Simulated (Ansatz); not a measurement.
FePt (Tetraferroplatinum):

```
Pt Fe
1.0
     2.72350    0.00000    0.00000
     0.00000    2.72350    0.00000
     0.00000    0.00000    3.72000
Pt Fe
1 1
Direct
  0.50000 0.50000 0.50000
  0.00000 0.00000 0.00000
```

```yaml
Program: Ansatz 0.2.0
Task: relaxation of cell and atoms
Functional: PBEsol
Potentials_or_basis: Ansatz PAW
Cutoff: "420 eV (not typed: the program's choice for these potentials)"
k_mesh: 10 × 10 × 7
Occupations: fermi-dirac, width 0.05 eV
Spin: collinear spin, ferromagnetic start
Starting_moments: "[0.0, 3.0] μB"
```

At the start: volume 13.80 Å³/atom.

Task: How do energy, volume and symmetry change on relaxing?

Result: It ends after 5 steps and the volume is 13.42 Å³/atom (-2.7 %); space group P4/mmm (No. 123, to 0.05 Å); moment 3.23 μB per cell.

The path:
```csv
step,energy change (eV),largest force (eV/Å),volume (Å³)
1,0.0000,0.0000,27.59
2,-0.0112,0.0000,26.47
3,-0.0150,0.0000,26.87
4,-0.0151,0.0000,26.85
5,-0.0147,0.0000,26.85
```

Final structure:
```yaml
crystal:
  lattice:
    - [2.69415, 0.00000, 0.00000]
    - [0.00000, 2.69415, 0.00000]
    - [0.00000, 0.00000, 3.69850]
  atoms:
    - { symbol: Pt, position: [0.50000, 0.50000, 0.50000] }
    - { symbol: Fe, position: [0.00000, 0.00000, 0.00000] }
```

Caveat: the plane-wave basis is chosen anew once the cell has moved, so the energies of steps on either side of that aren't comparable; the PAW data sets come from PBE, with cores solved anew for the run's functional, which leaves a small shift of forces and pressure.
